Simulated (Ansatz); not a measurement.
# Pressure coefficients of EuS

```yaml
crystal:
  lattice:
    - [0.00000, 2.92422, 2.92422]
    - [2.92422, 0.00000, 2.92422]
    - [2.92422, 2.92422, 0.00000]
  atoms:
    - { symbol: Eu, position: [0.00000, 0.00000, 0.00000] }
    - { symbol: S, position: [0.50000, 0.50000, 0.50000] }
```

The structure comes from a relaxation in the same program, started in the rocksalt type, and has space group Fm-3m. Whether it is a known phase or the ground state wasn't checked.

Where the f shell is localised, expect the real compound to differ from this run without U.

The magnetic state is the one reached from the start moments; no search over orders was made, so it needn't be the ground state.

No spin–orbit coupling, which matters for the heavy atoms here.

The calculation used DFT, PBE, all-electron LAPW, scalar-relativistic in Ansatz 0.2.0.

The runs use a Γ-centred 10×10×10 k mesh, Fermi–Dirac smearing of 0.08 eV, basis error target 0.25 meV/atom, spin-polarised from start moments Eu1 7 μB.

The cell is scaled evenly with fractional coordinates held.

```json
{"V/V(cell)": "0.9600", "P (GPa)": "2.44", "cell moment (μB)": "6.930"}
{"V/V(cell)": "0.9800", "P (GPa)": "1.21", "cell moment (μB)": "6.941"}
{"V/V(cell)": "1.0000", "P (GPa)": "0.11", "cell moment (μB)": "6.950"}
{"V/V(cell)": "1.0200", "P (GPa)": "-0.88", "cell moment (μB)": "6.959"}
```

(1) From the rows at 0.9800 and 1.0200, what is the bulk modulus at the cell's volume?

(2) How does the moment scale with volume?

(3) Predict the row at V/V(cell) = 1.0400. How far is a linear estimate of P off?

Answers

(1) B = −ΔP/Δln V = −[(-0.88) − (1.21)]/0.04001 = 52.2 GPa.

(2) dln M/dln V = ln(6.959/6.941)/0.04001 = 0.07: the moment hardly moves, as with a saturated or integer moment.

(3) P = -1.76 GPa, moment 6.967 μB. The linear estimate P(cell) − B ln(V/V(cell)) = -1.94 GPa misses by 0.18 GPa, since the modulus falls on expansion.
